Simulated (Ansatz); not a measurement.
## Relaxing TaC

Method: DFT PBEsol, scalar-relativistic, plane waves, PAW (Ansatz). Run with 420 eV cutoff, 16×16×16 k-mesh, Gaussian smearing of 0.10 eV, no spin polarisation.

What was changed in HfN: Hf → Ta, N → C on all its sites, cell and atoms relaxed.

Spin–orbit coupling is left out, which can shift energies with elements as heavy as these.

Command:

```bash
ansatz run input.yaml --threads 1 --pin off --max-ram 2560MiB --backend cpu --events-out ev --progress --plain --runs-dir out
```

Input:

```yaml
crystal:
  lattice:
    - [0.0, 2.2202139388, 2.2202139388]
    - [2.2202139388, 0.0, 2.2202139388]
    - [2.2202139388, 2.2202139388, 0.0]
  atoms:
    - { symbol: Ta, position: [0.0, 0.0, 0.0] }
    - { symbol: C, position: [0.5, 0.5, 0.5] }
basis:
  ecutwfc: 420
kpoints:
  mp_grid: { grid: [16, 16, 16] }
hamiltonian:
  xc: pbesol
scf:
  occupations: { method: gaussian, width: 0.1 }
output:
  forces: true
  stress: true
  eigenvalues: true
relax:
  adjacent_minimum: "off"
  f_tol: 0.01
  max_steps: 60
  cell: { stress_tol: 0.1 }
```

F is the free energy. Steps run on the plane waves of an earlier cell, but the last one, and at times one on the way, on a freshly chosen basis, so a repeated geometry can differ a little in energy.

Steps:

```
step F − F(1) (eV) largest force component (eV/Å) V (Å³/atom) P (GPa)
   1         0.0000                           0.000       10.944    -0.18
   2         0.0000                           0.000       10.935     0.11
   3         0.0000                           0.000       10.938     0.00
   4         0.0000                           0.000       10.938     0.00
```

Relaxed structure:

```yaml
crystal:
  lattice:
    - [0.00000, 2.21982, 2.21982]
    - [2.21982, 0.00000, 2.21982]
    - [2.21982, 2.21982, 0.00000]
  atoms:
    - { symbol: Ta, position: [0.00000, 0.00000, 0.00000] }
    - { symbol: C, position: [0.50000, 0.50000, 0.50000] }
```

The structure is cubic, space group Fm-3m (No. 225). Conventional cell: a = 4.440 Å, b = 4.440 Å, c = 4.440 Å, α = 90.00°, β = 90.00°, γ = 90.00°. Ta (site symmetry m-3m) is surrounded by 6 C at 2.22 Å. C (site symmetry m-3m) has 6 Ta at 2.22 Å as nearest neighbours.

The run converged. It took 16 s on 1 thread of AMD EPYC 7R43 64-Core Processor (Zen 3), with other jobs on the host, peak memory 0.41 GiB.